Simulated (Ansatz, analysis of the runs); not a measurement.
# Transmission past a defect: W wire along [111], 4 atoms a period, Co placed on top of one W, part 4 of 4

What does the defect do to the conductance?

Ansatz 0.2.0; DFT PBE, plane waves, PAW; relaxation of a wire's period (the session's first sound run).

So far, conductance of the lead as this run defines it (G₀): step 3 (bands of the perfect wire) 5.00.

**5. Transmission between the leads**

This step: DFT PBE, plane waves, PAW; transmission of a junction in a wire (Ansatz 0.2.0).

The cell is now read as a scatterer between two semi-infinite leads, named by two sites one period apart. The scattering states in its self-consistent potential are matched to the leads' states at each energy. One point across is taken, as for a wire in vacuum.

The input, input.yaml:

```yaml
crystal:
  lattice:
    - [11.283, 0.0, 0.0]
    - [0.0, 9.388, 0.0]
    - [0.0, 0.0, 24.149372829]
  atoms:
    - { symbol: W, position: [0.321836204, 0.500015667, 0.0] }
    - { symbol: W, position: [0.500002526, 0.37029517, 0.03247243] }
    - { symbol: W, position: [0.500002526, 0.629736164, 0.078638682] }
    - { symbol: W, position: [0.678168848, 0.500015667, 0.0] }
    - { symbol: W, position: [0.321836204, 0.500015667, 0.111111111] }
    - { symbol: W, position: [0.500002526, 0.37029517, 0.143583541] }
    - { symbol: W, position: [0.500002526, 0.629736164, 0.189749793] }
    - { symbol: W, position: [0.678168848, 0.500015667, 0.111111111] }
    - { symbol: W, position: [0.321836204, 0.500015667, 0.222222222] }
    - { symbol: W, position: [0.500002526, 0.37029517, 0.254694652] }
    - { symbol: W, position: [0.500002526, 0.629736164, 0.300860904] }
    - { symbol: W, position: [0.678168848, 0.500015667, 0.222222222] }
    - { symbol: W, position: [0.3248185705, 0.4942505204, 0.3342399735] }
    - { symbol: W, position: [0.5074844397, 0.3698128785, 0.3659998694] }
    - { symbol: W, position: [0.502301244, 0.630340448, 0.4119866463] }
    - { symbol: W, position: [0.6814806662, 0.5041755944, 0.3330481561] }
    - { symbol: W, position: [0.3276414256, 0.4852296746, 0.4455052986] }
    - { symbol: W, position: [0.5117382962, 0.3655927534, 0.4769411155] }
    - { symbol: W, position: [0.5030321118, 0.6263530369, 0.5222508718] }
    - { symbol: W, position: [0.6850970394, 0.5074110688, 0.4434545472] }
    - { symbol: W, position: [0.3152387785, 0.5165486082, 0.5588587439] }
    - { symbol: W, position: [0.4937422144, 0.3679552375, 0.5887031455] }
    - { symbol: W, position: [0.5015888905, 0.6317925305, 0.6339845069] }
    - { symbol: W, position: [0.6781081042, 0.496306586, 0.5563737519] }
    - { symbol: W, position: [0.321836204, 0.500015667, 0.666666667] }
    - { symbol: W, position: [0.500002526, 0.37029517, 0.699139096] }
    - { symbol: W, position: [0.500002526, 0.629736164, 0.745305348] }
    - { symbol: W, position: [0.678168848, 0.500015667, 0.666666667] }
    - { symbol: W, position: [0.321836204, 0.500015667, 0.777777778] }
    - { symbol: W, position: [0.500002526, 0.37029517, 0.810250207] }
    - { symbol: W, position: [0.500002526, 0.629736164, 0.856416459] }
    - { symbol: W, position: [0.678168848, 0.500015667, 0.777777778] }
    - { symbol: W, position: [0.321836204, 0.500015667, 0.888888889] }
    - { symbol: W, position: [0.500002526, 0.37029517, 0.921361318] }
    - { symbol: W, position: [0.500002526, 0.629736164, 0.96752757] }
    - { symbol: W, position: [0.678168848, 0.500015667, 0.888888889] }
    - { symbol: Co, position: [0.3287207188, 0.283777378, 0.5206902914], spin: 1.18 }
magnetization:
  spin_polarized: true
kpoints:
  mp_grid: { grid: [1, 1, 4] }
scf:
  occupations: { method: fermi_dirac, width: 0.05 }
hamiltonian:
  xc: pbe
output:
  transmission:
    e_range: [-1.26, 1.26]
    de: 0.035
    kmesh: [1, 1]
    reduced_basis: true
    leads: [[32, 0]]
  dos: { projected: true, e_range: [-4, 3] }
  write_potential: true
  write_density: true
  volumetric_format: npy
  elf: true
basis:
  ecutwfc: "350 eV"
```

Command:

```bash
ansatz run input.yaml --threads 8 --pin off --max-ram 16384MiB --backend cpu --events-out ev --progress --plain --runs-dir out
```

Numbers of over 12 decimals in the logs are rounded to 6 here.

Output:

```text
[...]
Crystal: 37 atoms, lattice volume = 2558.018 Å³
Basis set: ecut = 350 eV, 38055 PW (Γ)
Bands: 314, of which v1, the nominal top of the filled ones, is band 261 counted from 1 (260 counted from 0)
Symmetry: 1 space group operations
[...]
k-points: 3 of 4 (time reversal used)
[...]
Starting moments: Σ|m| = 1.18 μB on 1 of 37 sites
[...]
SCF iter   1: F=—  HF=-378932.373305 eV  |F-HF|=—  |Δ(HF+E_count)|=         —  Δρ=2.19e-2 (↑2.18e-2 ↓2.19e-2)  dr2=2.10e2  dr2_m=3.24e-1  M=1.224 μB ∫|m|=2.081 μB  β_m=0.30  ethr=3.10e-3  ⟨swp⟩=11.5  Hψ=9434  notcnv=0
[...]
SCF iter  19: F=-378889.717752 eV  HF=-378889.717752 eV  |F-HF|=9.72e-9  |Δ(HF+E_count)|=   4.44e-8  Δρ=7.23e-7 (↑6.46e-7 ↓7.23e-7)  dr2=3.28e-8  dr2_m=8.54e-9  M=1.551 μB ∫|m|=2.794 μB  ethr=1.24e-11  ⟨swp⟩=19.0  Hψ=8605  notcnv=0
SCF 1 converged in 19 iterations: F = -378889.717752 eV  dr2 = 3.28e-8
[...]
transmission: 58 of 348 steps passed
transmission: 87 of 348 steps passed
[...]
transmission: 348 of 348 steps passed
WARN: The output density's exchange-correlation potential varies sharply where the density is thin. Do not read a vacuum level from v_tot or v_xc, or from such a field of the output density. On a cell that repeats whose density bears no net charge and no dipole along the vacuum's axis use v_es (v_loc + v_h of the components); under efield.dipole_correction with no amplitude use v_es + v_field, which holds any externa [...]
SCF converged after 19 iterations
Magnetization: 1.5506 μB (261.2753 up, 259.7247 down)
Absolute magnetization: 2.8186 μB (∫|ρ↑−ρ↓|, with the PAW one-centre terms)
[...]
Per-site moments (μB) at R_I (Å): [(0.000371186, 1.022063), (-0.000347398, 1.022063), (-9.110280315556549e-5, 1.022063), (0.00132256, 1.022063), (0.00652002, 1.022063), (-0.00546167, 1.022063), (0.00294138, 1.022063), (0.00666411, 1.022063), (0.00256902, 1.022063), (-0.00133117, 1.022063), (0.000417992, 1.025006), (-0.000651085, 1.022063), (-0.024622, 1.025006), (0.027162, 1.017004), (-0.027754, 1.024064), (-0.007936 [...]
Free energy (F): -378889.717752 eV
[...]
Internal energy: -378889.367612 eV  (E = F + TS)
E sigma→0 (E₀):  -378889.542682 eV
Entropy (-TS):   -0.350140 eV (-9.463 meV/atom)
Fermi energy:    1.942807 eV
[...]
--- Band table (eV; the first three rows and the last of 6) ---
  k-point 0 ↑: bands = [... 257 lower, 1.7419, 1.7515, 1.8911, 1.9187, 2.0444, 2.1011, 2.1080, 2.1434, ... 49 higher]
  k-point 1 ↑: bands = [... 257 lower, 1.7906, 1.8480, 1.8588, 1.8850, 1.9344, 1.9916, 2.0244, 2.0894, ... 49 higher]
  k-point 2 ↑: bands = [... 257 lower, 1.7393, 1.7533, 1.8150, 1.8948, 1.9452, 1.9711, 2.0307, 2.0811, ... 49 higher]
  k-point 2 ↓: bands = [... 257 lower, 1.8082, 1.8707, 1.9151, 1.9478, 1.9982, 2.0159, 2.0521, 2.1758, ... 49 higher]
--- Transmission ---
  basis      : 787 plane waves across, 29 finite elements along
  points     : 1, standing for a mesh of 1 x 1
[...]
crystal 0  : W4, at the sites [32, 0], period 2.6833 Å, over 16.10 Å; its Hamiltonian steps by up to 14.9 meV
[...]
filled         : 3.6 meV under the level at which it is neutral
    channels       : 5.000000e0 up, 5.000000e0 down
[...]
junction   : crystal 0 to crystal 0, -0.25 to 21.21 Å
    transmission   : 3.834837e0 up, 2.792192e0 down
    error estimate : 1.048729e-3 up, 9.584610e-4 down from the reduction of the transverse basis, at the most 7.591179e-2 at -0.805000 eV
    conductance    : 2.4661e14 S/m² at 300 K (2.4329e14 on every other energy)
    error estimate : 1.3 % from the energy spacing and 0.0 % from band edges of the leads and from resonances (wavevectors taken as independent; lower de), 0.0 % from the reduction of the transverse basis, 2.6 % from the steps of its leads' Hamiltonians or their offsets (lay more layers), 0.1 % from the distance to neutral
    resistance     : 1.1549e-3 Ω µm² beyond half of each lead's own
```

Wall time 12 min (8 threads of Arm Neoverse V2, shared host); peak memory 11 GiB; 48 min of CPU time.

This step gave:

* energy at zero smearing: -378889.5427 eV
* total moment: 1.551 μB
* absolute moment: 2.819 μB
* transmission at the energy nearest the Fermi level, spin up: 3.835
* transmission at the energy nearest the Fermi level, spin down: 2.792
* channels at the energy nearest the Fermi level, spin up: 5
* channels at the energy nearest the Fermi level, spin down: 5
* step of the lead's Hamiltonian: 14.9 meV
* conductance of the junction: 3.371 G₀

The transmission by energy, zero at the Fermi level:

```tsv
energy (eV)	spin up	spin down
-1.26	2.23	2.13
-1.23	3.59	3.42
-1.19	3.47	3.57
-1.12	2.50	3.12
-1.05	2.75	2.29
-0.98	1.07	0.991
-0.91	4.05	3.56
-0.88	4.19	3.72
-0.84	4.17	3.81
-0.77	4.18	3.64
-0.73	4.20	3.55
-0.70	4.11	3.49
-0.63	3.94	3.39
-0.59	3.93	3.29
-0.53	3.91	3.09
-0.46	3.18	2.72
-0.39	2.55	2.33
-0.32	2.07	2.41
-0.24	3.27	2.92
-0.17	3.92	2.81
-0.10	4.04	2.77
-0.04	3.93	2.71
0.00	3.83	2.79
0.04	3.77	3.06
0.10	3.79	3.40
0.17	3.16	2.82
0.24	3.27	2.57
0.32	3.71	2.30
0.39	3.64	2.70
0.46	4.96	3.83
0.53	4.99	4.06
0.59	4.91	4.14
0.63	4.84	4.17
0.70	4.67	4.18
0.77	6.28	5.82
0.81	6.36	5.99
0.84	6.36	6.05
0.91	6.20	5.95
0.98	5.00	4.90
1.05	1.98	2.84
1.12	2.84	2.13
1.19	3.76	2.84
1.26	4.49	3.74
```

The open channels of the lead by energy, zero at the Fermi level:

```tsv
energy (eV)	spin up	spin down
-1.26	3	3
-1.19	6	6
-1.12	4	4
-1.05	4	4
-0.98	2	2
-0.91	6	6
-0.84	6	6
-0.77	6	6
-0.70	6	6
-0.63	6	6
-0.59	6	6
-0.53	6	6
-0.46	5	5
-0.39	4	4
-0.32	4	4
-0.24	5	5
-0.17	5	5
-0.10	5	5
-0.04	5	5
0.00	5	5
0.04	5	5
0.10	5	5
0.17	4	4
0.24	4	4
0.32	4	4
0.39	4	4
0.46	6	6
0.53	6	6
0.59	6	6
0.63	6	6
0.70	6	6
0.77	8	8
0.84	8	8
0.91	8	8
0.98	7	7
1.05	3	4
1.12	3	3
1.19	5	5
1.26	5	5
```

Projected DOS an atom over height of the atomic layer and energy from the Fermi level.  broadened by a Gaussian of 0.15 eV, since few k-points sample the long cell.

Ten even steps from '_' (0.39 states/eV) to '@' (2.12 states/eV), each cell a mean:
```
::::::::::::::::::::::::::::..----::::::--::::::::::::
======================----==::==--==--==----==========
**++++**++++++++==++++++++====++++++++++==++++++**++++
==----==----==----==----==--====--====----==----==----
::::::::::::--::::::::::--::==------::::------::--::::
--::::==::::==::::--::::==::====::::--::::==::::==::--
**----**----**----**::--**..++==::..++--::**----**----
%%----%%----@@----%%::==##::##**::--##----%%----%%----
**----**--::**----##----%%--@@##--==##----**----**----
++----++----++----**--==##--@@**====++----**----++----
%%++++%%++++##++++%%==++%%--@@**==++**--++##==++##++++
**====**====**--==**----++::%%==--==**==--**====**====
++....++....++....==....--..%%==--::**::::++....++....
==....==....--....--::..--..@@==::--++..::==....==....
++++++==++++++++**++++++==::@@++--++++==++==++++==++++
**@@@@**@@@@##@@@@##@@@@++++%%++==++**@@%%**@@@@**@@@@
==****++****==**++==****==++##++======##**++****++**++
==----==----==--------::----++++--==------------==----
::....::....::....::....::::==--::--::....::....::....
____________________..__..----::--........____________
__----..----..----..----..==::..--::..::--__----__----
::**++::++++::++++::++++::++::::====..====::++++::++**
```
Columns: height of the atomic layer (Å) from 0 to 23.4 (not evenly spaced); rows upwards: energy from the Fermi level (eV) from -3.98 to 1.47.

Site moment by element, in μB:

```tsv
element	atoms	mean	spread (r.m.s.)	least	largest
W	36	0.00	0.02	-0.03	0.04
Co	1	1.23	0.00	1.23	1.23
```

The atoms farthest from the mean of their element:

```tsv
atom	x, y, z (Å)	site moment (μB)
W21	3.56, 4.85, 13.50	0.04
W23	5.66, 5.93, 15.31	-0.03
W17	3.70, 4.56, 10.76	0.04
W15	5.67, 5.92, 9.95	-0.03
W19	5.68, 5.88, 12.61	-0.03
W13	3.66, 4.64, 8.07	-0.02
W14	5.73, 3.47, 8.84	0.03
W24	7.65, 4.66, 13.44	0.03
```

Spin density in the cb plane at fractional x = 0.315, with atoms of W and Co within 0.2 Å of it.

Ten even steps from '0' (0.0 e/Å³) to '9' (2.0 e/Å³), each cell a mean:
```
00000000000000000000000000000000000000000000
00000000000000000000000000000000000000000000
00000000000000000000000000000000000000000000
00000000000000000000000000000000000000000000
00000000000000000000000000000000000000000000
00000000000000000000000000000000000000000000
00000000000000000000000000000000000000000000
00000000000000000000000000000000000000000000
00000000000000000000000000000000000000000000
00000000000000000000000000000000000000000000
00000000000000000000000000000000000000000000
00000000000000000000000000000000000000000000
00000000000000000000000000000000000000000000
00000000000000000000000000000000000000000000
00000000000000000000000000000000000000000000
00000000000000000000000210000000000000000000
00000000000000000000001982000000000000000000
00000000000000000000002982000000000000000000
00000000000000000000000110000000000000000000
00000000000000000000000000000000000000000000
00000000000000000000000000000000000000000000
00000000000000000000000000000000000000000000
00000000000000000000000000000000000000000000
00000000000000000000000000000000000000000000
```
Columns run along c (16.0 Å, from fractional 0.17 to 0.83 of the cell), rows up along b (9.4 Å). Atoms in or near the plane, at fractional coordinates: W at (0.22, 0.50), W at (0.33, 0.49), W at (0.45, 0.49), W at (0.56, 0.52), W at (0.67, 0.50), W at (0.78, 0.50), Co at (0.52, 0.28).

Valence density in the cb plane at fractional x = 0.315, with atoms of W and Co within 0.2 Å of it. It is the smooth field of the valence electrons, not physical close to the nuclei.

Ten steps, logarithmic in the rise over the least value, from '0' (0 e/Å³) to '9' (24 e/Å³), each cell a mean:
```
00000000000000000000000000000000000000000000
00000000000000000000000000000000000000000000
00000000000000000000000000000000000000000000
00000000000000000000000000000000000000000000
00000000000000000000000000000000000000000000
00000000000000000000000000000000000000000000
00000000000000000000000000000000000000000000
00000000000000000000000000000000000000000000
01111100011110000011000111211111111100111110
11233211113321111222111124542112343211123321
12566531235653212455421246664223566422256653
23666632246665223666532256665224666532366663
23566532246664223666532246654224666522356653
12355421135553212465421223432112454311235542
11122111112221111233222232211111122111112211
00001000000110000011124664210000000000000100
00000000000000000000126996210000000000000000
00000000000000000000126996200000000000000000
00000000000000000000013553100000000000000000
00000000000000000000001111000000000000000000
00000000000000000000000000000000000000000000
00000000000000000000000000000000000000000000
00000000000000000000000000000000000000000000
00000000000000000000000000000000000000000000
```
Columns run along c (16.0 Å, from fractional 0.17 to 0.83 of the cell), rows up along b (9.4 Å). Atoms in or near the plane, at fractional coordinates: W at (0.22, 0.50), W at (0.33, 0.49), W at (0.45, 0.49), W at (0.56, 0.52), W at (0.67, 0.50), W at (0.78, 0.50), Co at (0.52, 0.28).

Electrostatic potential energy in the cb plane at fractional x = 0.315, with atoms of W and Co within 0.2 Å of it. With pseudopotentials it is smooth inside the atoms' cores, unlike the true potential.

Ten even steps from '0' (-58 eV) to '9' (7 eV), each cell a mean:
```
99999999999999999999999999999999999999999999
99999999999999999999999999999999999999999999
99999999999999999999999999999999999999999999
99999999999999999999999999999999999999999999
99999999999999999999999999999999999999999999
99999999999999999999999999999999999999999999
99999999999999999999999999999999999999999999
99999999999999999999999999999999999999999999
99988999999899999999999988788999988999998899
98755789986668999877899864347898656789875578
87310378852125887422578740004786201488731137
86100158730003786100268730003774000278610015
86200168740003785100168841015884000378620016
98533578863236887311478875457987423689853357
99877899987778998766788778889998877899987789
99999999999999999999985336899999999999999999
99999999999999999999972003799999999999999999
99999999999999999999972003799999999999999999
99999999999999999999985336899999999999999999
99999999999999999999998888999999999999999999
99999999999999999999999999999999999999999999
99999999999999999999999999999999999999999999
99999999999999999999999999999999999999999999
99999999999999999999999999999999999999999999
```
Columns run along c (16.0 Å, from fractional 0.17 to 0.83 of the cell; values clipped at the 3rd and 97th percentile), rows up along b (9.4 Å). Atoms in or near the plane, at fractional coordinates: W at (0.22, 0.50), W at (0.33, 0.49), W at (0.45, 0.49), W at (0.56, 0.52), W at (0.67, 0.50), W at (0.78, 0.50), Co at (0.52, 0.28).

By hand: the program gives 2.4661 × 10^14 S/m² over the cell's cross-section of 105.92 Å² = 1.059 × 10^-18 m², so one cell conducts 2.612 × 10^-4 S. Divided by G0 = 2e²/h = 7.748 × 10^-5 S this is 3.37 G0, a resistance of 3.83 kΩ.

The conductance is 3.37 G₀, with 5 spin-up and 5 spin-down channels open in the lead. The lead's Hamiltonian steps by 14.9 meV, which the program lets pass, though it counts in the error estimate.

**6. Landauer integrals**

This step: Landauer integrals over the computed T(E), interpolated linearly between its energies (analysis of the runs above).

Conductance and thermopower are moments of T(E) over the thermal window; sliding the window along E stands for a gate that leaves T(E) rigid.

This step gave:

- conductance at 300 K, interpolated from T(E): 3.376 G₀
- thermopower at 300 K: -2.205 μV/K
- Lorenz number over L0: 1.012
- spin polarisation of the transmission: 15.73 %

T(E) held rigid; rough near sharp steps of T(E). The conductance at 300 K by shift of the leads' level:

```tsv
shift of the leads' level (eV)	conductance at 300 K (G₀)
-0.900	3.58
-0.850	3.79
-0.800	3.75
-0.750	3.80
-0.700	3.78
-0.650	3.70
-0.600	3.61
-0.550	3.46
-0.500	3.19
-0.450	2.90
-0.400	2.62
-0.350	2.43
-0.300	2.56
-0.250	2.91
-0.200	3.18
-0.150	3.33
-0.100	3.37
-0.050	3.36
0.000	3.38
0.050	3.46
0.100	3.47
0.150	3.28
0.200	3.04
0.250	2.98
0.300	3.02
0.350	3.16
0.400	3.56
0.450	4.10
0.500	4.41
0.550	4.50
0.600	4.52
0.650	4.57
0.700	4.88
0.750	5.54
0.800	6.00
0.850	6.10
0.900	5.94
```

T(E) held rigid; rough near sharp steps of T(E). Table of thermopower at 300 K by shift of the leads' level:

```tsv
shift of the leads' level (eV)	thermopower at 300 K (μV/K)
-0.900	-19.8
-0.850	-2.62
-0.800	-0.515
-0.750	-0.817
-0.700	2.20
-0.650	3.45
-0.600	4.70
-0.550	8.66
-0.500	13.3
-0.450	13.8
-0.400	13.9
-0.350	2.18
-0.300	-14.8
-0.250	-15.4
-0.200	-9.61
-0.150	-4.27
-0.100	-0.430
-0.050	0.0176
0.000	-2.21
0.050	-2.33
0.100	3.68
0.150	10.2
0.200	7.02
0.250	0.183
0.300	-4.33
0.350	-12.0
0.400	-19.9
0.450	-15.4
0.500	-6.33
0.550	-1.84
0.600	-1.15
0.650	-5.18
0.700	-14.8
0.750	-15.2
0.800	-6.51
0.850	0.717
0.900	8.75
```

The two levels move by half the bias each and T(E) is held rigid. Current from the zero-bias T(E) against bias:

```tsv
bias (V)	current from the zero-bias T(E) (μA)
0.000	0
0.100	26.2
0.200	52.8
0.300	78.9
0.400	104
0.500	127
0.600	149
0.700	171
0.800	194
0.900	219
1.000	247
1.100	278
1.200	309
1.300	341
1.400	373
1.500	408
1.600	445
1.700	483
1.800	521
1.900	556
```

By hand, Mott's formula: S = −(π²k²T/3e) d ln T/dE, and π²k²T/3e = 7.33 μV/K × eV at 300 K. The computed T is 6.72 at -0.070 eV and 7.16 at +0.070 eV (both spins added), so d ln T/dE ≈ 0.458 per eV and S ≈ -3.36 μV/K, against -2.21 from the integrals.

The thermopower is -2.21 μV/K. The Lorenz ratio is 1.01, where the Wiedemann-Franz law gives 1. Moving the level by up to 0.1 eV either way gives -2.3 to 3.7 μV/K.

**7. Outcome**

```yaml
conductance_of_the_perfect_wire: 5.00 G₀
conductance_co_placed_on_top_of_one_w: 3.37 G₀
thermopower_co_placed_on_top_of_one_w: -2.21 μV/K
```

In words: Summed over the computed window, 69 % of the lead's open channels pass the defect; the conductance at 300 K is 3.37 G₀. With Co placed on top of one W, 68 % of the conductance of that run's own lead (4.99 G₀) is left. Transport is coherent and elastic here: the atoms are frozen, so scattering by vibrations plays no part. Adsorbates are named by the site where they were placed; the distances after each relaxation show where they ended. Spin-orbit coupling is left out, which matters for the bands of heavy atoms. No search over magnetic orders was made; another may lie lower. The adsorbed Co moved by 4.0 Å in the relaxation, so the site named is where it was put. A cutoff under the files' recommended one was taken to save time; its effect on T(E) was not tested here.

[Logs are printed without paths, hosts, clocks, repeated set-up lines and the standing remarks that a program may print on its own settings, such as how far it seeks lower states.]

[Hosts, paths, dates, database ids (printed as entryN), source tags and the programs' standing remarks are cut or masked in the printed files.]
